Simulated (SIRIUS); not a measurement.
MoS2 under changes of volume

One of the cells (18.083 Å³/atom); the others are scaled copies at fixed shape and fractional positions:

```xyz
3
Lattice="1.5905 0.9183 6.1907 -1.5905 0.9183 6.1907 0.0000 -1.8365 6.1907" Properties=species:S:1:pos:R:3 pbc="T T T"
Mo    0.0000    0.0000    0.0000
S     0.0000    0.0000    7.7446
S     0.0000    0.0000    4.6430
```

Measurements of this composition are mostly on another form, of space group No. 194.

* Program: SIRIUS 7.12.0
* Functional: PBEsol
* Potentials or basis: all-electron FP-LAPW
* Cutoff: 203 eV
* Basis: apw+lo standard
* k mesh: 10 × 10 × 10
* Occupations: fermi-dirac, width 0.05 eV
* Spin: no spin polarisation

| volume (Å³/atom) | energy over the lowest point (meV/atom) | gap on the mesh (eV) |
| --- | --- | --- |
| 16.664 | ? | ? |
| 17.019 | 13.76 | 0.87 |
| 17.373 | 1.76 | 0.89 |
| 18.083 | 0.00 | 0.93 |
| 18.437 | 8.79 | 0.94 |
| 18.792 | 23.16 | 0.96 |

Task: What does the run at 16.664 Å³/atom give?

Result: Energy over the lowest point 34.40 meV/atom; gap on the mesh 0.85 eV.

Worked out: A Birch-Murnaghan fit of order 3 (a polynomial in V^(-2/3)) to the other rows has its minimum at 17.77 Å³/atom with B0 = V·E''(V) = 154 GPa and B' = 4.4 at fixed shape and positions, which overstates the stiffness. It gives 34.38 meV/atom at 16.664 Å³/atom, against the run's 34.40. A straight line through the other rows of the gap, of slope 0.897 eV per unit of ln V, extrapolates to 0.85 eV, against the run's 0.85.

Energies are extrapolated to zero smearing.

A mesh can miss the band edges. Spin-orbit coupling on Mo is left out.
